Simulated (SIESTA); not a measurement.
# AlN under changes of volume

One of the cells (10.417 Å³/atom); the others are scaled copies at fixed shape and fractional positions:

```
Al N
1.0
     0.00000    2.18399    2.18399
     2.18399    0.00000    2.18399
     2.18399    2.18399    0.00000
Al N
1 1
Direct
  0.00000 0.00000 0.00000
  0.25000 0.25000 0.25000
```

Measurements of this composition are mostly on another form, of space group No. 186.

```yaml
Program: SIESTA 5.4.2
Functional: AM05
Potentials_or_basis: PseudoDojo 0.4 standard (PBEsol files)
Basis: DZP (energy shift 0.003 Ry)
Grid_cutoff: 800 Ry
Energy_shift: 0.003 Ry
k_mesh: 10 × 10 × 10
Occupations: fermi-dirac, width 0.05 eV
Spin: no spin polarisation
```

| volume (Å³/atom) | energy over the lowest point (meV/atom) | pressure (GPa) | gap on the mesh (eV) |
| --- | --- | --- | --- |
| 9.792 | ? | ? | ? |
| 10.001 | 19.75 | 11.9 | 3.13 |
| 10.209 | 7.42 | 7.1 | 3.13 |
| 10.417 | 0.99 | 2.8 | 3.13 |
| 10.626 | 0.00 | -1.2 | 3.12 |
| 10.834 | 4.02 | -4.9 | 3.12 |
| 11.042 | 12.56 | -8.1 | 3.11 |

Task: What does the run at 9.792 Å³/atom give?

Result: Energy over the lowest point 38.62 meV/atom; pressure 17.2 GPa; gap on the mesh 3.12 eV.

Worked out: A Birch-Murnaghan fit of order 3 (a polynomial in V^(-2/3)) to the other rows has its minimum at 10.56 Å³/atom with B0 = V·E''(V) = 200 GPa and B' = 3.4. It gives 38.67 meV/atom at 9.792 Å³/atom, against the run's 38.62, and -dE/dV = 17.2 GPa, against 17.2. A straight line through the other rows of the gap, of slope -0.201 eV per unit of ln V, extrapolates to 3.14 eV, against the run's 3.12.

Energies are extrapolated to zero smearing.

Caveats: the potentials were made for another functional, which shifts forces and pressure; the basis of atomic orbitals isn't converged, which shifts pressures, moduli and gaps.

A mesh can miss the band edges.
